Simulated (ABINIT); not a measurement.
Here is an ABINIT 10.8.3 (patched build) calculation.

The input run.abi:

```
# Datasets: ground state, then fixed potential
ndtset 2

# Pseudopotentials
pp_dirpath "./"
pseudos "Cd.GGA_PBE-JTH.xml, S.GGA_PBE-JTH.xml"

# Structure
acell 7.8423634172 7.8423634172 12.7310849016
rprim
     1.0000000000     0.0000000000     0.0000000000
    -0.5000000000     0.8660254038     0.0000000000
     0.0000000000     0.0000000000     1.0000000000
ntypat 2
znucl 48 16
natom 4
typat 1 1 2 2
xred
     0.6666666667     0.3333333333     0.5000000000
     0.3333333333     0.6666666667     0.0000000000
     0.6666666667     0.3333333333     0.8750000000
     0.3333333333     0.6666666667     0.3750000000

# Plane-wave basis
ecut 544.227725 eV
pawecutdg 40.0

# Exchange and correlation
ixc 23

# Bands and occupations
occopt 3
tsmear 0.00183747

# SCF cycle
nstep 100

# Output
iomode 3
prtwf 0
prteig 0
prtebands 0
enunit 1
prtden1 1

# Dataset 1
kptopt1 1
ngkpt1 7 7 4
nshiftk1 1
shiftk1 0.0 0.0 0.0
nband1 22
tolvrs1 1.0e-9

# Dataset 2: bands along G-M-K-G-A-L-H-A
iscf2 -2
getden2 1
nband2 26
nbdbuf2 2
tolwfr2 1.0e-12
kptopt2 -7
ndivsm2 8
prteig2 1
prtvol2 -3
kptbounds2
     0.0000000000     0.0000000000     0.0000000000
     0.5000000000     0.0000000000     0.0000000000
     0.3333333333     0.3333333333     0.0000000000
     0.0000000000     0.0000000000     0.0000000000
     0.0000000000     0.0000000000     0.5000000000
     0.5000000000     0.0000000000     0.5000000000
     0.3333333333     0.3333333333     0.5000000000
     0.0000000000     0.0000000000     0.5000000000
```

Potentials or basis: JTH PAW PBE v2.0.

Run with:

```sh
$ abinit run.abi > log 2>&1
```

Problem. Predict the band gap on the k mesh.

Solution. 1.02 eV, direct.

Problem. Predict the largest force.

Solution. 0.067 eV/Å.

Forces in eV/Å, atoms in the order of the input:
```
Cd   0.000  0.000 -0.067
Cd   0.000  0.000 -0.067
S    0.000  0.000  0.067
S    0.000  0.000  0.067
```

Caveat: the PAW data sets were made with another functional, which shifts forces and pressure a little.

**The experiment to reproduce.**

From “Isotope dependence of band-gap energy”, 2008, arxiv:0807.2152, for a bulk crystal of CdS: band gap 2.5809 ± 0.0002 eV.

Against the measured gap of CdS, 2.5809 eV (quoted in “Isotope dependence of band-gap energy”, 2008, arxiv:0807.2152), the calculated 1.02 eV is off by -1.56 eV. So large a miss can be the level of theory's own, or it may mean another phase, state or a wrong row. Spin-orbit coupling on Cd is left out. The value is that of WC, without temperature or zero-point motion. Semilocal functionals fall short of measured gaps as a rule.
